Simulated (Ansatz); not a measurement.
**W: further runs on the relaxed cell**

The task here is to estimate one member of a computed series from the others.

This is W in the fcc structure; at room conditions it is bcc.

Computed with Ansatz 0.2.0 (DFT PBEsol, scalar-relativistic, plane waves, PAW, unless a step's input says otherwise).

2 further runs of the same task are left out: 2 set aside as unsound or not needed.

**The system as given**

Symmetry: Fm-3m, No. 225, cubic system. Conventional cell: a = 3.998 Å, b = 3.998 Å, c = 3.998 Å, α = 90.00°, β = 90.00°, γ = 90.00°. W (site symmetry m-3m) is surrounded by 12 W at 2.83 Å.

Coordinates:

```cif
data_structure
_symmetry_space_group_name_H-M 'P 1'
_symmetry_Int_Tables_number 1
_cell_length_a 2.8270
_cell_length_b 2.8270
_cell_length_c 2.8270
_cell_angle_alpha 60.000
_cell_angle_beta 60.000
_cell_angle_gamma 60.000
_cell_volume 15.98
loop_
_atom_site_label
_atom_site_type_symbol
_atom_site_fract_x
_atom_site_fract_y
_atom_site_fract_z
_atom_site_occupancy
W1 W 0.00000 0.00000 0.00000 1
```

This cell was relaxed beforehand with the same method: volume 15.98 Å³/atom, gap on the mesh none (metal).

The first run:

Input file input.yaml:

```yaml
crystal:
  lattice:
    - [0.0, 1.9989957667, 1.9989957667]
    - [1.9989957667, 0.0, 1.9989957667]
    - [1.9989957667, 1.9989957667, 0.0]
  atoms:
    - { symbol: W, position: [0.0, 0.0, 0.0] }
basis:
  ecutwfc: 420
kpoints:
  mp_grid: { grid: [18, 18, 18] }
  band_path:
    path:
      - [[0.0, 0.0, 0.0], [0.5, 0.0, 0.5], [0.625, 0.25, 0.625]]
      - [[0.375, 0.375, 0.75], [0.0, 0.0, 0.0], [0.5, 0.5, 0.5], [0.5, 0.25, 0.75], [0.5, 0.0, 0.5]]
    npoints: 14
hamiltonian:
  xc: pbesol
scf:
  occupations: { method: gaussian, width: 0.1 }
  n_extra_bands: 6
output:
  forces: true
  stress: true
  eigenvalues: true
  populations: true
  dos: { projected: true, de: 0.02, nscf_kmesh: { grid: [27, 27, 27] } }
  bader: true
  write_density: true
  write_potential: true
  elf: true
  volumetric_format: npy
```

On the command line:

```bash
$ ansatz run input.yaml --threads 1 --pin off --max-ram 2560MiB --backend cpu --events-out ev --progress --plain --runs-dir out
```

Steps of the session up to this table: Bands, states and charges; Back to the database's cell; Point at V/V0 = 0.97; Volume × 1.03; The cell scaled to 0.94 of its volume; The cell scaled to 1.06 of its volume; Point at V/V0 = 0.91; Point at V/V0 = 1.10; Volume × 0.88.

One table of the session follows, with a row left open; its other results are not shown here.

It belongs to the step «Energy against volume». 

```
volume (Å³/atom)  energy above the lowest point (meV/atom)  pressure (GPa)
          14.059                                     266.8           49.35
          14.538                                     142.1           34.32
          15.017                                         ?               ?
          15.497                                      13.7            9.72
          15.976                                       0.0            0.00
          16.455                                      13.0           -8.34
          16.934                                      49.0          -15.57
          17.574                                     127.9          -23.69
```

**Question.** Estimate the row for volume (Å³/atom) = 15.017.

Worked estimate for «energy above the lowest point (meV/atom)». A straight line through the neighbours (14.538, 142.1) and (15.497, 13.7) gives 142.1 + (13.7 − 142.1) × (15.017 − 14.538) / (15.497 − 14.538) = 78.0; a parabola fitted to 4 rows on both sides gives 59.4.

The run gave: energy above the lowest point (meV/atom): 59.3; pressure (GPa): 21.17. In «energy above the lowest point (meV/atom)» the line misses by +18.7 and the parabola by +0.1.
